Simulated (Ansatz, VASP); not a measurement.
# One calculation of SnSe, two programs

```
Sn Se
1.0
     0.00000    3.01000    3.01000
     3.01000    0.00000    3.01000
     3.01000    3.01000    0.00000
Sn Se
1 1
Cartesian
  0.0000 0.0000 0.0000
  3.0100 3.0100 3.0100
```

Measurements of this composition are mostly on another form, of space group No. 62.

Alike in both runs: task single point; functional PBEsol; k mesh 4 × 4 × 4; no spin polarisation.

|  | VASP | Ansatz |
| --- | --- | --- |
| version | VASP 6.6.1 | Ansatz 0.2.0 |
| potentials or method | VASP PAW PBE potentials, release 64 (Sn_d, Se) | plane waves, PAW |
| plane-wave cutoff (eV) | 520 | 420 |
| occupations | gaussian, width 0.01 eV | fixed |
| valence electrons in the cell | 20 | 30 |

|  | VASP | Ansatz | Ansatz less VASP |
| --- | --- | --- | --- |
| gap on the k mesh at the Fermi level (eV) | 0.63 | 0.63 | -0.002 |

The two sets of potentials don't hold the same shells in valence.

Caveats: the k mesh is coarse (spacing up to 0.45 Å⁻¹), so the values aren't converged; spin-orbit coupling is left out, which moves the levels of the heavy elements. A k mesh can miss the band edges.
